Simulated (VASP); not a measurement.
A VASP 6.6.1 single-point calculation on KBr

INCAR

```
NELM = 120
ISMEAR = -1
EDIFF = 1E-7
IBRION = -1
ISIF = 2
ENCUT = 520
LREAL = .FALSE.
LCHARG = .FALSE.
ALGO = Normal
LASPH = .TRUE.
GGA = PE
NBANDS = 15
NSW = 0
LWAVE = .FALSE.
PREC = Accurate
SIGMA = 0.02
```

KPOINTS

```
KPOINTS created by Atomic Simulation Environment
0
Gamma
6 6 6
0 0 0
```

POSCAR

```
K  Br
 1.0000000000000000
     0.0000000000000000    3.6145333083000000    3.8232348650999999
     3.6145333083000000    0.0000000000000000    3.8232348650999999
     3.6145333083000000    3.6145333083000000    0.0000000000000000
 K   Br
   1   1
Cartesian
  0.0000000000000000  0.0000000000000000  0.0000000000000000
  1.8072666541500000  1.8072666541500000  1.9116174325499999
```

The recommended PBE PAW datasets give the neutral cell 16 valence electrons.

Command

```
mpirun -np 1 vasp_std
```

**Question.** Predict the outcome of this run.

**Answer.** It converged. Results: gap between bands v and c on the k mesh 4.26 eV; least direct gap on the k mesh 4.29 eV; pressure 0.3 GPa. Band v is the last that the valence electrons fill when counted band by band, and c is the next.

OSZICAR

```
N       E                     dE             d eps       ncg     rms          rms(c)
DAV:   1     0.990252273491E+02    0.99025E+02   -0.64498E+03   900   0.892E+02
DAV:   2     0.150275587600E+01   -0.97522E+02   -0.90949E+02  1180   0.214E+02
DAV:   3    -0.602963535685E+01   -0.75324E+01   -0.74985E+01  1250   0.529E+01
DAV:   4    -0.635292801177E+01   -0.32329E+00   -0.32317E+00  1519   0.978E+00
DAV:   5    -0.635440098539E+01   -0.14730E-02   -0.14730E-02  1243   0.716E-01    0.318E+00
DAV:   6    -0.604395276947E+01    0.31045E+00   -0.40774E-01  1173   0.267E+00    0.224E+00
DAV:   7    -0.600873850187E+01    0.35214E-01   -0.20580E-01  1243   0.212E+00    0.110E+00
DAV:   8    -0.602957774306E+01   -0.20839E-01   -0.24921E-02  1192   0.102E+00    0.199E-01
DAV:   9    -0.603145297705E+01   -0.18752E-02   -0.11989E-03  1124   0.195E-01    0.134E-01
DAV:  10    -0.603356658850E+01   -0.21136E-02   -0.17790E-03   935   0.226E-01    0.341E-02
DAV:  11    -0.603360048164E+01   -0.33893E-04   -0.96262E-05  1126   0.648E-02    0.990E-03
DAV:  12    -0.603361564935E+01   -0.15168E-04   -0.18397E-05   949   0.317E-02    0.626E-03
DAV:  13    -0.603361600838E+01   -0.35903E-06   -0.13736E-06  1266   0.667E-03    0.138E-03
DAV:  14    -0.603361611360E+01   -0.10521E-06   -0.21817E-07   927   0.301E-03    0.706E-04
DAV:  15    -0.603361615810E+01   -0.44508E-07   -0.10053E-08   940   0.780E-04
   1 F= -.60336162E+01 E0= -.60336162E+01  d E =-.596042E-11
```

For comparison, a separate PBE run of the intended cell, on usual settings and not on those above, gives a gap of 4.26 eV on its mesh and a pressure of 0.3 GPa.
